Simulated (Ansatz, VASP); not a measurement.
# One calculation of Al, two programs

The input INCAR:

```
PREC = Accurate
ENCUT = 520
EDIFF = 1E-7
ISMEAR = -1
SIGMA = 0.1
LREAL = False
LASPH = True
NELM = 80
ALGO = Normal
ISIF = 2
LWAVE = False
LCHARG = False
GGA = PE
NBANDS = 10
```

File KPOINTS:

```
regular mesh
0
Gamma
  14 14 8
```

File POSCAR:

```
Al
1.0
    2.7575602597      0.0000000000      0.0000000000
   -1.3787801298      2.3881172373      0.0000000000
    0.0000000000      0.0000000000      4.4427285818
Al
2
Direct
    0.3333333333      0.6666666667      0.2500000000
    0.6666666667      0.3333333333      0.7500000000
```

Input for Ansatz:

```yaml
crystal:
  lattice:
    - [2.7575602597, 0.0, 0.0]
    - [-1.3787801298, 2.3881172373, 0.0]
    - [0.0, 0.0, 4.4427285818]
  atoms:
    - { symbol: Al, position: [0.3333333333, 0.6666666667, 0.25] }
    - { symbol: Al, position: [0.6666666667, 0.3333333333, 0.75] }
hamiltonian:
  xc: pbe
  pseudopotentials:
    kind: paw
    azcp:
      Al: "pseudopotentials/Al.paw.azcp"
basis:
  ecutwfc: 420
  fft_grid_basis: typed
kpoints:
  mp_grid: { grid: [14, 14, 8], shift: [0, 0, 0] }
magnetization:
  spin_polarized: false
scf:
  occupations: { method: fermi_dirac, width: 0.1 }
  lower_state_search: "off"
output:
  stress: true
```

Alike in both runs: task single point; functional PBE; k mesh 14 × 14 × 8; occupations fermi-dirac, width 0.1 eV; no spin polarisation.

|  | VASP | Ansatz |
| --- | --- | --- |
| version | VASP 6.6.1 | Ansatz 0.2.0 |
| potentials or method | VASP PAW PBE potentials, release 64 (Al) | plane waves (420 eV) with PAW, scalar-relativistic |
| plane-wave cutoff (eV) | 520 | 420 |
| valence electrons in the cell | 6 | 6 |

Ansatz gave:

| Item | Value |
| --- | --- |
| pressure (GPa) | 12.8 |
| largest component of the traceless stress (GPa) | 1.91 |

Which values does VASP return?

Pressure (GPa): 12.7; largest component of the traceless stress (GPa): 1.92.

The functional is the same, so the differences come from potentials, cutoffs and numerics.
